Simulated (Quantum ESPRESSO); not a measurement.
# MoS2: zone-centre phonons under several settings

```
CELL_PARAMETERS angstrom
3.22746 0.00000 0.00000
-1.61373 2.79507 0.00000
0.00000 0.00000 6.31247
ATOMIC_POSITIONS crystal
Mo 0.00000 0.00000 0.50000
S 0.66667 0.33333 0.74468
S 0.33333 0.66667 0.25532
```

Measurements of this composition are mostly on another form, of space group No. 194.

All runs used Quantum ESPRESSO 7.5; k mesh 6 × 6 × 3; relaxed cell; no spin polarisation; cutoff 612 eV; occupations cold, width 0.2 eV.

| level | potentials | volume (Å³/atom) | lowest optical mode without the field (cm⁻¹) | highest optical mode without the field (cm⁻¹) |
| --- | --- | --- | --- | --- |
| LDA | GBRV 1.5 LDA | 16.49 | 253 | 406 |
| PBEsol | GBRV 1.5 PBEsol | ? | ? | ? |

Q: What stands in the row left open?

A: Volume 17.68 Å³/atom; lowest optical mode without the field 236 cm⁻¹; highest optical mode without the field 405 cm⁻¹.

Caveats: all runs use coarse meshes; the mesh is thin for the phonons of a metal; the layers were relaxed without a dispersion term, so their spacing and the soft interlayer modes are unreliable; this functional lacks dispersion, which binds the layers, so the pressure and a relaxed spacing across them are unreliable (some runs).

For the row left open. Caveat: the k mesh is coarse (spacing up to 0.37 Å⁻¹), so the values aren't converged; the mesh is thin for the phonons of a metal; the layers were relaxed without a dispersion term, so their spacing and the soft interlayer modes are unreliable; this functional lacks dispersion, which binds the layers, so the pressure and a relaxed spacing across them are unreliable.
